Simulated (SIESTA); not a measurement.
Crystal: SnO2.

```
CELL_PARAMETERS angstrom
3.23058 0.00000 0.00000
-1.61529 2.79776 0.00000
0.00000 0.00000 10.79056
ATOMIC_POSITIONS crystal
Sn 0.00000 0.00000 0.00000
Sn 0.00000 0.00000 0.50000
O 0.33333 0.66667 0.90586
O 0.33333 0.66667 0.59414
O 0.66667 0.33333 0.09414
O 0.66667 0.33333 0.40586
```

Measurements of this composition are mostly on another form, of space group No. 136.

Base run:

```yaml
Program: SIESTA 5.4.2
Functional: PBEsol
Potentials_or_basis: PseudoDojo 0.4 standard (PBEsol files)
Basis: DZP (energy shift 0.003 Ry; two zetas on semicore shells)
Grid_cutoff: 800 Ry
Energy_shift: 0.003 Ry
k_mesh: 9 × 9 × 3
Occupations: fermi-dirac, width 0.05 eV
Spin: no spin polarisation
```

Its results: band gap on the k mesh 2.01 eV, indirect (least direct gap 2.34 eV); pressure 0.6 GPa; largest force 0.094 eV/Å.

Q: The run is repeated on the same cell with these changes: functional from PBEsol to LDA; potentials or basis from PseudoDojo 0.4 standard (PBEsol files) to PseudoDojo 0.4 standard (LDA files). What comes out?

A: Band gap on the k mesh 1.92 eV, indirect (least direct gap 2.26 eV); pressure -3.2 GPa; largest force 0.240 eV/Å.

Caveats: spin-orbit coupling is left out, which moves the levels of the heavy elements; an odd mesh through Γ misses points on the zone boundary, where band edges often lie; the basis of atomic orbitals isn't converged, which shifts pressures, moduli and gaps.
